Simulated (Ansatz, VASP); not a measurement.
# One calculation of GaAs, two programs

Contents of POSCAR:

```
GaAs
1.0
    0.0000000000      2.8886498887      2.8886498887
    2.8886498887      0.0000000000      2.8886498887
    2.8886498887      2.8886498887      0.0000000000
Ga As
1 1
Direct
    0.0000000000      0.0000000000      0.0000000000
    0.2500000000      0.2500000000      0.2500000000
```

File INCAR.step1:

```
  PREC = Accurate
  ENCUT = 520
  ISMEAR = 0
  SIGMA = 0.01
  LREAL = F
  LASPH = T
  NELM = 60
  NBANDS = 16
  GGA = PE
  ALGO = Normal
  EDIFF = 1E-4
  LWAVE = T
  LCHARG = F
```

File INCAR.step2:

```
  PREC = Accurate
  ENCUT = 520
  EDIFF = 1E-6
  ISMEAR = 0
  SIGMA = 0.01
  LREAL = F
  LASPH = T
  NELM = 60
  ALGO = Normal
  ISIF = 2
  LWAVE = F
  LCHARG = T
  METAGGA = R2SCAN
  LMIXTAU = T
  LELF = T
  LVHAR = T
  NBANDS = 16
  ISTART = 1
```

The input KPOINTS:

```
Automatic mesh
0
Gamma
  6 6 6
```

Input for Ansatz:

```yaml
crystal:
  lattice:
    - [0.0, 2.8886498887, 2.8886498887]
    - [2.8886498887, 0.0, 2.8886498887]
    - [2.8886498887, 2.8886498887, 0.0]
  atoms:
    - { symbol: Ga, position: [0.0, 0.0, 0.0] }
    - { symbol: As, position: [0.25, 0.25, 0.25] }
kpoints:
  mp_grid: { grid: [6, 6, 6] }
hamiltonian:
  xc: r2scan
scf:
  occupations: { method: fixed }
  n_extra_bands: 4
output:
  forces: true
  stress: true
  eigenvalues: true
```

Alike in both runs: task single point; functional r2SCAN; k mesh 6 × 6 × 6; no spin polarisation.

```csv
,VASP,Ansatz
version,VASP 6.6.1,Ansatz 0.2.0
potentials or method,"VASP PAW PBE potentials, release 64 (Ga_d, As)","plane waves, PAW"
plane-wave cutoff (eV),520,500
occupations,"gaussian, width 0.01 eV",fixed
valence electrons in the cell,18,28
```

```tsv
	VASP	Ansatz	Ansatz less VASP
gap on the k mesh at the Fermi level (eV)	0.48	0.50	+0.019
pressure (GPa)	-3.6	-3.7	-0.07
```

The two sets of potentials don't hold the same shells in valence.

Caveats: the PAW data sets were made with another functional, which shifts forces and pressure a little (VASP).
